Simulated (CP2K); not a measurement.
Crystal: Sn.

```
CELL_PARAMETERS angstrom
4.45495 0.00000 0.00000
-3.30667 2.98538 0.00000
-0.57414 -1.49269 4.15799
ATOMIC_POSITIONS crystal
Sn 0.00000 0.00000 0.00000
Sn 0.75000 0.25000 0.50000
```

Base run:

```yaml
Program: CP2K 2026.2
Functional: LDA
Potentials_or_basis: POTENTIAL_UZH Sn GTH-PBE-q4; TZVP-MOLOPT-PBE-GTH basis
Density_cutoff: 9184 eV
k_mesh: 9 × 9 × 9
Occupations: fermi-dirac, width 0.05 eV
Spin: no spin polarisation
```

Its results: band gap on the k mesh none (metal or under the smearing width); pressure 2.1 GPa.

Q: The run is repeated on the same cell with these changes: functional from LDA to AM05. What comes out?

A: Band gap on the k mesh none (metal or under the smearing width); pressure 1.2 GPa.

Caveats: the potentials were made for another functional, which shifts forces and pressure; the basis of atomic orbitals isn't converged, which shifts pressures, moduli and gaps.
